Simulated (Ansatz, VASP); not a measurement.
**WS2: VASP beside Ansatz**

```
W S
1.0
     3.18000    0.00000    0.00000
    -1.59000    2.75396    0.00000
     0.00000    0.00000   12.50000
W S
2 4
Cartesian
  0.0000 1.8360 3.1250
  1.5900 0.9180 9.3750
  0.0000 1.8360 7.7500
  1.5900 0.9180 1.5000
  0.0000 1.8360 11.0000
  1.5900 0.9180 4.7500
```

Alike in both runs: task single point; functional PBE; k mesh 6 × 6 × 2; occupations gaussian, width 0.1 eV; no spin polarisation.

|  | VASP | Ansatz |
| --- | --- | --- |
| version | VASP 6.6.1 | Ansatz 0.2.0 |
| potentials or method | VASP PAW PBE potentials, release 64 (W_sv, S) | scalar-relativistic, plane waves, PAW |
| plane-wave cutoff (eV) | 520 | 420 |
| valence electrons in the cell | 52 | 52 |

|  | VASP | Ansatz | Ansatz less VASP |
| --- | --- | --- | --- |
| gap on the k mesh at the Fermi level (eV) | 1.01 | 0.99 | -0.014 |
| least direct gap on the mesh (eV) | 1.87 | 1.86 | -0.002 |
| pressure (GPa) | -3.7 | -3.7 | +0.04 |
| largest component of the traceless stress (GPa) | 3.27 | 3.28 | +0.008 |
| rms of the force components (eV/Å) | 0.496 | 0.497 | +0.0011 |

Atom by atom the forces differ by 0.001 eV/Å (rms over components). The functional is the same, so the differences come from potentials, cutoffs and numerics.

Caveats: spin-orbit coupling is left out, which moves the levels of the heavy elements; this functional lacks dispersion, which binds the layers, so the pressure and a relaxed spacing across them are unreliable; forces of over 1 eV/Å show positions far from the minimum, so gaps and moduli don't describe the material at rest. A k mesh can miss the band edges.
